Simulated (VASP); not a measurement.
Crystal: Si.

```xyz
16
Lattice="0.0000 5.4271 5.4271 5.4271 0.0000 5.4271 5.4271 5.4271 0.0000" Properties=species:S:1:pos:R:3 pbc="T T T"
Si    4.0703    4.0703    4.0703
Si    6.7839    6.7839    4.0703
Si    6.7839    4.0703    6.7839
Si    9.4975    6.7839    6.7839
Si    4.0703    6.7839    6.7839
Si    6.7839    9.4975    6.7839
Si    6.7839    6.7839    9.4975
Si    9.4975    9.4975    9.4975
Si    2.7136    2.7136    2.7136
Si    5.4271    5.4271    2.7136
Si    5.4271    2.7136    5.4271
Si    8.1407    5.4271    5.4271
Si    2.7136    5.4271    5.4271
Si    5.4271    8.1407    5.4271
Si    5.4271    5.4271    8.1407
Si    8.1407    8.1407    8.1407
```

- Program: VASP 6.6.1
- Task: phonon dispersion
- Functional: PBEsol
- Potentials or basis: VASP PAW PBE potentials, release 64 (Si)
- Cutoff: 520 eV
- k mesh: 3 × 3 × 3
- Occupations: gaussian, width 0.03 eV
- Spin: no spin polarisation
- Long-range dipole term: no
- Supercell matrix: [2, 0, 0, 0, 2, 0, 0, 0, 2]
- Further INCAR settings: LREAL = Auto; ALGO = Normal; EDIFF = 1e-07; IBRION = 6; POTIM = 0.015; NSW = 1

Task: Is this structure dynamically stable at this level, and how far does the spectrum reach?

Result: Yes, as far as this q mesh shows: no mode on the path is imaginary. The highest frequency is 513 cm⁻¹.

Phonon frequencies at the corners of the path (cm⁻¹, interpolated; i marks imaginary ones):
| point | frequencies |
| --- | --- |
| Γ | 0 0 0 513 513 513 |
| X | 135 135 407 407 461 461 |
| W | 186 186 376 376 473 473 |
| K | 127 211 368 394 469 476 |
| L | 106 106 373 412 489 489 |
| U | 127 211 368 394 469 476 |

A q mesh this small can miss soft modes between its points.
